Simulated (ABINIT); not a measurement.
# MoS2 (R3m) in ABINIT: reference runs

Reference runs on MoS2: the cell as given.

Everything below comes from runs of ABINIT 10.8.3 (patched build). Logs are shortened: lines on timing, memory, paths and dates and some standing lists are left out, and cuts for length are marked. The log counts tension as positive stress, the text compression.

**1. The structure**

It takes space group R3m (No. 160, trigonal). Conventional cell: a = 3.160 Å, b = 3.160 Å, c = 18.450 Å, α = 90.00°, β = 90.00°, γ = 120.00°. Mo (site symmetry 3m) is surrounded by 6 S at 2.39 Å. S (site symmetry 3m) is surrounded by 3 Mo at 2.39 Å. S (site symmetry 3m) has 3 Mo at 2.39 Å as nearest neighbours.

Measurements of this composition are mostly on another form, of space group No. 194.

**2. Single point, PBEsol**

Input file run.abi:

```
pp_dirpath "./"
pseudos "Mo.upf, S.upf"

acell 6.4149071181 6.4149071181 6.414907118 Angstrom
rprim
     0.2463013058     0.1422021252     0.9587044499
    -0.2463013058     0.1422021252     0.9587044499
     0.0000000000    -0.2844042504     0.9587044499
ntypat 2
znucl 42 16
natom 3
typat 1 2 2
xred
     0.0000000000     0.0000000000     0.0000000000
     0.4170000000     0.4170000000     0.4170000000
     0.2500000000     0.2500000000     0.2500000000

ecut 40.0

kptopt 1
ngkpt 10 10 10
nshiftk 1
shiftk 0.0 0.0 0.0

ixc -116133

nband 17
occopt 3
tsmear 0.00183747

nstep 100
tolvrs 1.0e-10

iomode 3
prtwf 0
prtden 0
prteig 0
prtebands 0
```

Potentials or basis: PseudoDojo NC SR PBEsol v0.4.1 standard.

Command:

```
abinit run.abi > log 2>&1
```

run.abo:

```text
.Version 10.8.3 of ABINIT
 Symmetries : space group R3 m (#160); Bravais hR (rhombohedral)
================================================================================
 Values of the parameters that define the memory need of the present run
     intxc =       0    ionmov =       0      iscf =       7    lmnmax =       6
     lnmax =       6     mgfft =      72  mpssoang =       3    mqgrid =    3001
     natom =       3  nloc_mem =       1    nspden =       1   nspinor =       1
    nsppol =       1      nsym =       6    n1xccc =    2501    ntypat =       2
    occopt =       3   xclevel =       2
       mpw =        4389          nfft =      373248          nkpt =         116
================================================================================
================================================================================

--------------------------------------------------------------------------------
------------- Echo of variables that govern the present computation ------------
--------------------------------------------------------------------------------
 -outvars: echo values of preprocessed input variables --------
            acell      1.2122417576E+01  1.2122417576E+01  1.2122417576E+01 Bohr
              amu      9.59400000E+01  3.20660000E+01
             ecut      4.00000000E+01 Hartree
                       outvar_i_n : Printing only first  50 k-points.
              ixc     -116133
                       outvar_i_n : Printing only first  50 k-points.
         kptrlatt       10    0    0      0   10    0      0    0   10
          kptrlen      5.97153456E+01
            natom           3
            nband          17
            ngfft          72      72      72
             nkpt         116
            nstep         100
             nsym           6
           ntypat           2
                       prtocc : prtvol=0, do not print more k-points.
           occopt           3
           prtden           0
        prtebands           0
           prteig           0
            prtwf           0
            rprim      2.4630130580E-01  1.4220212520E-01  9.5870444990E-01
                      -2.4630130580E-01  1.4220212520E-01  9.5870444990E-01
                       0.0000000000E+00 -2.8440425040E-01  9.5870444990E-01
          spgroup         160
           tolvrs      1.00000000E-10
           tsmear      1.83747000E-03 Hartree
            typat      1  2  2
                       outvars : Printing only first  50 k-points.
           xangst      0.0000000000E+00  0.0000000000E+00  0.0000000000E+00
                       4.7842516902E-17  1.1859794830E-11  7.6936499997E+00
                       0.0000000000E+00  7.1100996618E-12  4.6124999998E+00
            xcart      0.0000000000E+00  0.0000000000E+00  0.0000000000E+00
                       9.0409254119E-17  2.2411764139E-11  1.4538891408E+01
                       0.0000000000E+00  1.3436141089E-11  8.7163617554E+00
             xred      0.0000000000E+00  0.0000000000E+00  0.0000000000E+00
                       4.1700000000E-01  4.1700000000E-01  4.1700000000E-01
                       2.5000000000E-01  2.5000000000E-01  2.5000000000E-01
            znucl       42.00000   16.00000

================================================================================

[... 114 lines left out ...]

 cartesian coordinates (angstrom) at end:
    1      0.00000000000000     0.00000000000000     0.00000000000000
    2      0.00000000000000     0.00000000001186     7.69364999973191
    3      0.00000000000000     0.00000000000711     4.61249999983927

 cartesian forces (hartree/bohr) at end:
    1     -0.00000000000000    -0.00000000000006     0.00167485056318
    2     -0.00000000000000    -0.00000000000012     0.00354309703707
    3      0.00000000000000     0.00000000000018    -0.00521794760025
 frms,max,avg= 2.1752557E-03 5.2179476E-03   0.000E+00  0.000E+00  1.982E-11 h/b

 cartesian forces (eV/Angstrom) at end:
    1     -0.00000000000000    -0.00000000000302     0.08612427873087
    2     -0.00000000000000    -0.00000000000638     0.18219337503896
    3      0.00000000000000     0.00000000000940    -0.26831765376982
 frms,max,avg= 1.1185615E-01 2.6831765E-01   0.000E+00  0.000E+00  1.019E-09 e/A
 length scales= 12.122417576345 12.122417576345 12.122417576156 bohr
              =  6.414907118100  6.414907118100  6.414907118000 angstroms
 Fermi (or HOMO) energy (hartree) =   0.33004   Average Vxc (hartree)=  -0.40970
 Eigenvalues (hartree) for nkpt= 116  k points:
 kpt#   1, nband= 17, wtk=  0.00100, kpt=  0.0000  0.0000  0.0000 (reduced coord)
  -1.94500   -0.99686   -0.98798   -0.98798   -0.24114   -0.17704    0.05530    0.18653
   0.18653    0.22861    0.22861    0.26862    0.27088    0.38909    0.38909    0.40519
   0.40519
      occupation numbers for kpt#   1
   2.00000    2.00000    2.00000    2.00000    2.00000    2.00000    2.00000    2.00000
   2.00000    2.00000    2.00000    2.00000    2.00000    0.00000    0.00000    0.00000
   0.00000
 prteigrs : prtvol=0 or 1, do not print more k-points.

--- !EnergyTerms
iteration_state     : {dtset: 1, }
comment             : Components of total free energy in Hartree
kinetic             :  3.00066220961476E+01
hartree             :  2.74907349110733E+01
xc                  : -1.65916819735557E+01
Ewald energy        : -5.94751984602190E+01
psp_core            :  2.41863509118681E+00
local_psp           : -8.79042333317878E+01
non_local_psp       :  1.16384826757353E+01
internal            : -9.24166389914195E+01
'-kT*entropy'       : -4.95198298208275E-08
total_energy        : -9.24166390409393E+01
total_energy_eV     : -2.51478486049841E+03
band_energy         : -8.06684742214731E+00
...

 Cartesian components of stress tensor (hartree/bohr^3)
  sigma(1 1)=  1.98162205E-05  sigma(3 2)= -2.43662900E-13
  sigma(2 2)=  1.98162212E-05  sigma(3 1)=  0.00000000E+00
  sigma(3 3)= -8.10722725E-05  sigma(2 1)=  0.00000000E+00

-Cartesian components of stress tensor (GPa)         [Pressure=  4.0640E-01 GPa]
- sigma(1 1)=  5.83013336E-01  sigma(3 2)= -7.16881002E-09
- sigma(2 2)=  5.83013356E-01  sigma(3 1)=  0.00000000E+00
- sigma(3 3)= -2.38522861E+00  sigma(2 1)=  0.00000000E+00

== END DATASET(S) ==============================================================
================================================================================

 -outvars: echo values of variables after computation  --------
            acell      1.2122417576E+01  1.2122417576E+01  1.2122417576E+01 Bohr
           etotal     -9.2416639041E+01
            fcart     -8.1174256686E-19 -5.8674305843E-14  1.6748505632E-03
                      -3.1989138022E-19 -1.2412376166E-13  3.5430970371E-03
                       1.1316339471E-18  1.8279806751E-13 -5.2179476002E-03
            rprim      2.4630130580E-01  1.4220212520E-01  9.5870444990E-01
                      -2.4630130580E-01  1.4220212520E-01  9.5870444990E-01
                       0.0000000000E+00 -2.8440425040E-01  9.5870444990E-01
           strten      1.9816220529E-05  1.9816221181E-05 -8.1072272473E-05
                      -2.4366289990E-13  0.0000000000E+00  0.0000000000E+00
           xangst      0.0000000000E+00  0.0000000000E+00  0.0000000000E+00
                       4.7842516902E-17  1.1859794830E-11  7.6936499997E+00
                       0.0000000000E+00  7.1100996618E-12  4.6124999998E+00
             xred      0.0000000000E+00  0.0000000000E+00  0.0000000000E+00
                       4.1700000000E-01  4.1700000000E-01  4.1700000000E-01
                       2.5000000000E-01  2.5000000000E-01  2.5000000000E-01
 Calculation completed.
```

Run time: 15 min. Hardware: 1 thread of Arm Neoverse V2, shared host; peak memory 0.31 GiB.

Results:

```
Free energy                                           : -2514.7849 eV
Pressure                                              : 0.4 GPa
Largest force                                         : 0.268 eV/Å
Band gap on the k mesh                                : 0.91 eV, indirect (least direct gap 1.96 eV)
Valence electrons inside the program's atomic spheres : Mo 10.53; S 3.93, 3.94
```

Forces in eV/Å, atoms in the order of the input:
```
Mo   0.000  0.000  0.086
S    0.000  0.000  0.182
S    0.000  0.000 -0.268
```

A k mesh can miss the band edges. Expect the measured gap to be larger: semilocal functionals such as PBEsol lack the derivative discontinuity.
